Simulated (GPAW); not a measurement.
# TiTe (P6_3/mmc) in GPAW: equation of state with r2SCAN

Aim: the equation of state of TiTe with r2SCAN.

Program: GPAW 26.7.0. These are calculated values, not measurements. Logs are shortened: lines on timing, memory, paths and dates and some standing lists are left out, and cuts for length are marked. The log counts tension as positive stress, the text compression.

## Step 1: The crystal as given

The structure is hexagonal, space group P6_3/mmc (No. 194). Conventional cell: a = 3.842 Å, b = 3.842 Å, c = 6.403 Å, α = 90.00°, β = 90.00°, γ = 120.00°. Around Te (site symmetry -6m2) lie 6 Ti at 2.74 Å. Ti (site symmetry -3m) has 6 Te at 2.74 Å as nearest neighbours.

## Step 2: Equation of state, r2SCAN

Input file run.py:

```python
from ase import Atoms
from ase.eos import EquationOfState
from ase.io import Trajectory
from ase.units import GPa
from ase.parallel import parprint
from gpaw import GPAW, PW

atoms = Atoms(['Te', 'Te', 'Ti', 'Ti'],
              cell=[[3.842, 0.0, 0.0],
                    [-1.921, 3.3272696013, 0.0],
                    [0.0, 0.0, 6.403]],
              scaled_positions=[[0.6666666667, 0.3333333333, 0.75],
                                [0.3333333333, 0.6666666667, 0.25],
                                [0.0, 0.0, 0.5],
                                [0.0, 0.0, 0.0]],
              pbc=True)

traj = Trajectory('eos.traj', 'w')
volumes, energies = [], []
for x in [0.94, 0.96, 0.98, 1.0, 1.02, 1.04, 1.06]:
    a = atoms.copy()
    a.set_cell(atoms.cell * x**(1 / 3), scale_atoms=True)
    calc = GPAW(mode=PW(600),
                xc='MGGA_X_R2SCAN+MGGA_C_R2SCAN',
                kpts={'size': (7, 7, 4), 'gamma': True},
                occupations={'name': 'fermi-dirac', 'width': 0.05},
                nbands=34,
                convergence={'density': 1e-05, 'energy': 1e-05},
                maxiter=150,
                txt=f'eos-{x:.2f}.txt')
    a.calc = calc
    energies.append(a.get_potential_energy(force_consistent=True))
    volumes.append(a.get_volume())
    p = -a.get_stress()[:3].mean() / GPa
    calc.write(f'eos-{x:.2f}.gpw')
    traj.write(a)
    parprint(f'{x:.2f} {volumes[-1]:10.4f} A^3 {energies[-1]:14.6f} eV {p:9.3f} GPa', flush=True)

v0, e0, B = EquationOfState(volumes, energies, eos='birchmurnaghan').fit()
parprint(f'V0 = {v0:.4f} A^3, E0 = {e0:.6f} eV, B0 = {B / GPa:.2f} GPa')
```

Potentials or basis: GPAW PAW data sets (gpaw-data 1.2.1), pw.

Launch:

```bash
$ OMP_NUM_THREADS=1 mpirun -n 4 gpaw python run.py
```

The log of the run:

```text
__  _  _
 | _ |_)|_||  |
 |__||  | ||/\| - 26.7.0

Input parameters:
  mode=PW(ecut=600.0),
  convergence={'density': 1e-05, 'energy': 1e-05},
  kpts=MonkhorstPack(size=(7, 7, 4), gamma=True),
  maxiter=150,
  nbands=34,
  occupations=Occupations(name='fermi-dirac', width=0.05),
  xc=XC(name='MGGA_X_R2SCAN+MGGA_C_R2SCAN')

Diagonalizing LCAO Hamiltonian
Converting LCAO to pw mode

            Te

       Ti
        Te

       Ti

Atoms  # Å, Bohr magnetons
|   | symbol |         x |        y |        z |    initial magnetic moments |
|---|--------|-----------|----------|----------|-----------------------------|
| 0 |     Te |  1.895037 | 1.094100 | 4.737347 | ( 0.0000,  0.0000,  0.0000) |
| 1 |     Te | -0.000000 | 2.188201 | 1.579116 | ( 0.0000,  0.0000,  0.0000) |
| 2 |     Ti |  0.000000 | 0.000000 | 3.158231 | ( 0.0000,  0.0000,  0.0000) |
| 3 |     Ti |  0.000000 | 0.000000 | 0.000000 | ( 0.0000,  0.0000,  0.0000) |

Unit cell  # Å
| periodic |         x |        y |        z |  lengths |     angles |
|----------|-----------|----------|----------|----------|------------|
|      yes |  3.790075 | 0.000000 | 0.000000 | 3.790075 |  90.000000 |
|      yes | -1.895037 | 3.282301 | 0.000000 | 3.790075 |  90.000000 |
|      yes |  0.000000 | 0.000000 | 6.316462 | 6.316462 | 120.000000 |

Number of symmetries: 12
Symmetry operations  # r_c * U_cc + t_c -> r_c
|    | kind |            matrix            |
|----|------|------------------------------|
|  0 |  σ   |  1, 1, 0,  0,-1, 0,  0, 0, 1 |
|  1 |  S6  |  1, 1, 0, -1, 0, 0,  0, 0,-1 |
|  2 |  E   |  1, 0, 0,  0, 1, 0,  0, 0, 1 |
|  3 |  C2  |  1, 0, 0, -1,-1, 0,  0, 0,-1 |
|  4 |  C2  |  0, 1, 0,  1, 0, 0,  0, 0,-1 |
|  5 |  C3  |  0, 1, 0, -1,-1, 0,  0, 0, 1 |
|  6 |  S6  |  0,-1, 0,  1, 1, 0,  0, 0,-1 |
|  7 |  σ   |  0,-1, 0, -1, 0, 0,  0, 0, 1 |
|  8 |  σ   | -1, 0, 0,  1, 1, 0,  0, 0, 1 |
|  9 |  i   | -1, 0, 0,  0,-1, 0,  0, 0,-1 |
| 10 |  C3  | -1,-1, 0,  1, 0, 0,  0, 0, 1 |
| 11 |  C2  | -1,-1, 0,  0, 1, 0,  0, 0,-1 |

BZ-sampling:
  Number of BZ points: 196
  Number of IBZ points: 28

  Monkhorst-Pack size: [7, 7, 4]
  Monkhorst-Pack shift: [0.0, 0.0, 0.125]

K-points  # in reciprocal-cell coordinates
|     |                                coordinates |     weight |
|-----|--------------------------------------------|------------|
|   0 | (  0.00000000,   0.00000000,   0.00000000) | 0.00510204 |
|   1 | (  0.00000000,   0.00000000,   0.25000000) | 0.01020408 |
|   2 | (  0.00000000,   0.00000000,   0.50000000) | 0.00510204 |
|   3 | (  0.14285714,   0.00000000,  -0.25000000) | 0.03061224 |
|   4 | (  0.14285714,   0.00000000,   0.00000000) | 0.03061224 |
|   5 | (  0.14285714,   0.00000000,   0.25000000) | 0.03061224 |
|   6 | (  0.14285714,   0.00000000,   0.50000000) | 0.03061224 |
|   7 | (  0.28571429,  -0.14285714,   0.00000000) | 0.03061224 |
|   8 | (  0.28571429,  -0.14285714,   0.25000000) | 0.06122449 |
|   9 | (  0.28571429,  -0.14285714,   0.50000000) | 0.03061224 |
| ... |                                            |            |
|  27 | (  0.42857143,   0.42857143,   0.50000000) | 0.03061224 |

Plane wave coefficients: 2645
Cutoff: 600.0 eV

Spin-components: 1 (collinear spins)
Bands:           34
Projectors:      22
Spin-degeneracy: 2
Datatype:        complex128

Parallelization:
  kpt:    4
  domain: 1
  band:   1

Density:
  Valence electrons: 36.0
  Components: 1
  Grid points: [24 24 36]
  Charge: 0.0  # |e|

Potential:
  Grid points: [24 24 36]

species:
  Te:
    name:    Tellurium
    Z:       52.0
    valence: 6
    core:    46
    charge:  0.0  # [|e|]
    compensation charges:
      type: gauss
      rc: 0.36  # [Å]
      lmax: 2
    cutoffs:
      filter: 2.09  # [Å]
      core: 3.17  # [Å]
    projectors
    | kind |    occ | energy [eV] | rcut [Å] |
    |------|--------|-------------|----------|
    |   5s |  2.000 |     -15.089 |    1.180 |
    |   5p |  4.000 |      -5.955 |    1.196 |
    |    s |        |      12.123 |    1.180 |
    |    p |        |      21.256 |    1.196 |
    |    d |        |       0.000 |    1.238 |

    Using partial waves for Te as LCAO basis

  Ti:
    name:    Titanium
    Z:       22.0
    valence: 12
    core:    10
    charge:  0.0  # [|e|]
    compensation charges:
      type: gauss
      rc: 0.38  # [Å]
      lmax: 2
    cutoffs:
      filter: 2.23  # [Å]
      core: 1.02  # [Å]
    projectors
    | kind |    occ | energy [eV] | rcut [Å] |
    |------|--------|-------------|----------|
    |   3s |  2.000 |     -62.623 |    1.270 |
    |   4s |  2.000 |      -4.466 |    1.270 |
    |   3p |  6.000 |     -38.862 |    1.058 |
    |   4p |  0.000 |      -1.466 |    1.058 |
    |   3d |  2.000 |      -4.258 |    1.058 |
    |    d |        |      22.953 |    1.058 |

    Using partial waves for Ti as LCAO basis

Reference energy: -416029.395431  # eV

eigensolver:
  PPCG
  Converge bands: occupied
  niter=2

density mixing:
  MSR1-Mixer
  Pratt-step length: 0.05
  Maximum mixing coefficient: 0.75
  Old densities: 10
  SVD Regularization: 0.005
  Good broyden scale: 1.0
  Trust region scale: 1.0
  Backstep threshold: 4.0
  History deletion threshold: 6.0
  Fourier metric: weight=20.0, sigma=0.015

occupation numbers:
  Fermi-Dirac:
    width: 0.0500  # eV

poisson solver:
  ecut: 4800.0  # eV

xc functional:
  name: MGGA_X_R2SCAN+MGGA_C_R2SCAN with 2 nearest neighbor stencil

convergence criteria:
- Maximum integral of absolute [dens]ity change: 1e-05 electrons / valence electron
- Maximum [total energy] change in last 3 cyles: 1e-05 eV / valence electron
- Maximum integral of absolute [eigenst]ate change: 4e-08 eV^2 / valence electron
maximum number of iterations: 150

SCF iterations
|iter     | |      energy | eigst |  dens |
|---------|-|-------------|-------|-------|
|iter:   1| |  -70.908341 | +0.44 |       |
|iter:   2| |  -61.692370 | -1.39 | -1.37 |
|iter:   3| |  -61.755506 | -2.30 | -1.41 |
|iter:   4| |  -61.795596 | -2.52 | -1.52 |
|iter:   5| |  -61.770965 | -2.54 | -1.72 |
|iter:   6| |  -61.773025 | -4.17 | -2.35 |
|iter:   7| |  -61.772584 | -4.85 | -2.48 |
|iter:   8| |  -61.772741 | -5.28 | -2.65 |
|iter:   9| |  -61.772485c| -5.82 | -2.68 |
|iter:  10| |  -61.772225 | -4.73 | -2.75 |
|iter:  11| |  -61.772304c| -5.67 | -3.04 |
|iter:  12| |  -61.772310c| -5.86 | -3.38 |
|iter:  13| |  -61.772310c| -7.18 | -4.01 |
|iter:  14| |  -61.772310c| -8.06c| -4.99 |
|iter:  15| |  -61.772310c| -8.46c| -5.47c|

Converged in 15 steps
Energy contributions relative to reference atoms: (reference = -416029.395431)

Energy contributions:
  Kinetic:          50.440563
  Coulomb:         -40.689178
  Zero:             -0.674640
  External:          0.000000
  Xc:              -70.834551
  Entropy:          -0.029006
  Spinorbit:         0.000000
  ----------------------------
  Free energy:     -61.786813
  Extrapolated:    -61.772310

dipole moment: (-11.988182, -20.764140, -19.979351)  # |e|*Ang

Fermi level: 10.741
Eigenvalues  # (at kpt = [0.000, 0.000, 0.000])
| band index |      eig [eV] | occ [0-2] |
|------------|---------------|-----------|
|          0 |       -48.989 |     2.000 |
|        ... |               |           |
|         13 |         8.851 |     2.000 |
|         14 |         9.486 |     2.000 |
|         15 |         9.718 |     2.000 |
|         16 |         9.718 |     2.000 |
|         17 |        10.075 |     2.000 |
|         18 |        10.075 |     2.000 |
[... 8 lines left out ...]
|         27 |        16.409 |     0.000 |
|         28 |        16.842 |     0.000 |
|        ... |               |           |
|         33 |        25.062 |     0.000 |

No gap
No difference between direct/indirect transitions

Stress tensor  # eV/Ang^3
|         x |         y |         z |
|-----------|-----------|-----------|
| -0.064124 |  0.000000 |  0.000000 |
|  0.000000 | -0.064124 |  0.000000 |
|  0.000000 |  0.000000 | -0.106366 |

# Writing to eos-0.96.gpw (mode='')
```

Wall time 5.9 min (4 MPI ranks of Arm Neoverse V2, shared host); peak memory 0.62 GiB.

Results:

- Equilibrium volume: 21.98 Å³/atom (rough: see the caveat)
- Bulk modulus at fixed shape and positions: 91 GPa (rough)

Energy against volume, from the lowest point:
| volume (Å³/atom) | energy (meV/atom) |
| --- | --- |
| 19.235 | 121.35 |
| 19.644 | 84.45 |
| 20.054 | 55.10 |
| 20.463 | 32.54 |
| 20.872 | 16.27 |
| 21.281 | 5.61 |
| 21.691 | 0.00 |

Caveat: the minimum lies outside the volumes run; the cell was scaled at fixed shape and fractional positions, which overstates the stiffness of a crystal with free parameters, most of all of layers and chains; the PAW data sets were made with another functional, which shifts forces and pressure a little. Spin-orbit coupling is left out, which matters for the levels of Te.
